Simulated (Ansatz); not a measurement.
Method: DFT PBE, scalar-relativistic, plane waves, PAW in Ansatz 0.2.0. Settings: cutoff 420 eV, Γ-centred meshes spaced at most about 0.3 Å⁻¹ (2π included), Gaussian smearing. No spin polarisation.

Temperature and zero-point effects are left out.

Compare these two cells of PbSe, each relaxed at this level.

A.

```cif
data_structure
_symmetry_space_group_name_H-M 'I4_1md'
_symmetry_Int_Tables_number 109
_cell_length_a 4.0243
_cell_length_b 4.0243
_cell_length_c 14.9360
_cell_angle_alpha 90.000
_cell_angle_beta 90.000
_cell_angle_gamma 90.000
_cell_volume 241.88
loop_
_atom_site_label
_atom_site_type_symbol
_atom_site_symmetry_multiplicity
_atom_site_Wyckoff_symbol
_atom_site_fract_x
_atom_site_fract_y
_atom_site_fract_z
_atom_site_occupancy
Pb1 Pb 4 a 0.00000 0.00000 0.79247 1
Se1 Se 4 a 0.00000 0.00000 0.20753 1
```

B.

```cif
data_structure
_symmetry_space_group_name_H-M 'P6_3/mmc'
_symmetry_Int_Tables_number 194
_cell_length_a 4.2700
_cell_length_b 4.2700
_cell_length_c 7.6463
_cell_angle_alpha 90.000
_cell_angle_beta 90.000
_cell_angle_gamma 120.000
_cell_volume 120.73
loop_
_atom_site_label
_atom_site_type_symbol
_atom_site_symmetry_multiplicity
_atom_site_Wyckoff_symbol
_atom_site_fract_x
_atom_site_fract_y
_atom_site_fract_z
_atom_site_occupancy
Pb1 Pb 2 c 0.66667 0.33333 0.75000 1
Se1 Se 2 a 0.00000 0.00000 0.00000 1
```

Question: Which would you expect to be lower, and how large is the difference?

Answer: B is lower, by 36 meV/atom. A has space group I4_1md (No. 109), 30.2 Å³/atom and a gap of 0.64 eV on its mesh; B has the anti-nickel arsenide type, space group P6_3/mmc (No. 194), 30.2 Å³/atom and a gap of 0.38 eV. Counting Se atoms around Pb (those within 1.25 times the shortest such distance or 1.15 times the sum of covalent radii), A and B both have Pb 6. Both come from invented guesses. Shaken at random and relaxed again, A falls into a cell with the rock salt type, space group Fm-3m (No. 225), 120 meV/atom lower and the lowest form computed, so it is a saddle point or a shallow minimum. Shaken at random and relaxed again, B falls into a cell with space group P6_3mc (No. 186), 7 meV/atom lower, so it is a saddle point or a shallow minimum. Checks on B: imaginary modes on a 2×2×1 q mesh (to 53i cm⁻¹).

These runs have no spin–orbit coupling, which can matter for Pb. Kohn–Sham gaps at this level usually fall short of measured ones. The missing spin–orbit coupling can work the other way here. Some structure types and database cells were kept out of the candidates from the start, so a known form may be missing.
